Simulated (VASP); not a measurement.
ZrH:

```
Zr H
1.0
     3.11680    0.00000    0.00000
     0.00000    3.11680    0.00000
     0.00000    0.00000    3.09848
Zr H
1 1
Direct
  0.00000 0.00000 0.00000
  0.00000 0.00000 0.50000
```

The cell was built by a generator and needn't be a form met in nature.

```yaml
Program: VASP 6.6.1
Task: relaxation of cell and atoms
Functional: PBE
Potentials_or_basis: VASP PAW PBE potentials, release 64 (Zr_sv, H)
Cutoff: 520 eV
k_mesh: 7 × 7 × 7
Occupations: gaussian, width 0.15 eV
Spin: no spin polarisation
```

At the start: pressure 31.7 GPa; volume 15.05 Å³/atom.

Q: Where does the relaxation end?

A: Over 7 steps the energy falls by 942.2 meV/atom and the volume is 16.87 Å³/atom (+12.1 %); space group P4/mmm (No. 123, to 0.05 Å).

Step by step:
```csv
step,energy change (eV),largest force (eV/Å),pressure (GPa),volume (Å³)
1,0.0000,0.0000,31.70,30.10
2,3.6102,0.0000,-6.77,42.49
3,-1.1703,0.0000,-10.25,43.31
4,-1.2616,0.0000,-9.94,42.73
5,-1.8714,0.0000,-1.72,34.84
6,-1.8844,0.0000,-0.10,33.94
7,-1.8845,0.0000,0.48,33.75
```

Final structure:
```
Zr H
1.0
     2.95863    0.00000    0.00000
     0.00000    2.95863    0.00000
     0.00000    0.00000    3.85530
Zr H
1 1
Direct
  0.00000 0.00000 0.00000
  0.00000 0.00000 0.50000
```
